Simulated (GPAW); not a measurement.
## AlCu3 in GPAW: the effect of strain hydrostatic

Crystal: AlCu3.

```
Cu Al
1.0
     3.49188    0.00000    0.00000
     0.00000    3.49188    0.00000
     0.00000    0.00000    3.49188
Cu Al
3 1
Cartesian
  0.0000 1.7459 1.7459
  1.7459 0.0000 1.7459
  1.7459 1.7459 0.0000
  0.0000 0.0000 0.0000
```

The cell comes from a database or a generator and needn't be the stable form of this composition.

Alike in all runs:

| Item | Value |
| --- | --- |
| Program | GPAW 26.7.0 |
| Task | single point |
| Functional | PBEsol |
| Potentials or basis | PAW data sets generated in the run's folder for this functional |
| Cutoff | 600 eV |
| Basis | pw |
| k mesh | 7 × 7 × 7 |
| Occupations | fermi-dirac, width 0.05 eV |
| Spin | no spin polarisation |
| Maxiter | 150 |

```csv
strain hydrostatic,pressure (GPa)
-0.04,25.8
-0.02,11.5
-0.01,5.7
0,0.8
0.01,-3.5
0.02,-7.2
0.04,?
```

Task: What does the run with strain hydrostatic 0.04 give?

Result: Pressure -12.9 GPa.

Worked out: A parabola through the other rows of the pressure, of slope -151 GPa per unit of strain hydrostatic there, extrapolates to -11.7 GPa, against the run's -12.9.

Caveats: with this Cu data set, volumes or pressures lay over 1.5 % or 2 GPa off other programs in two to four cells of ten; the density grid can change from cell to cell, which puts small steps into energies and stress.
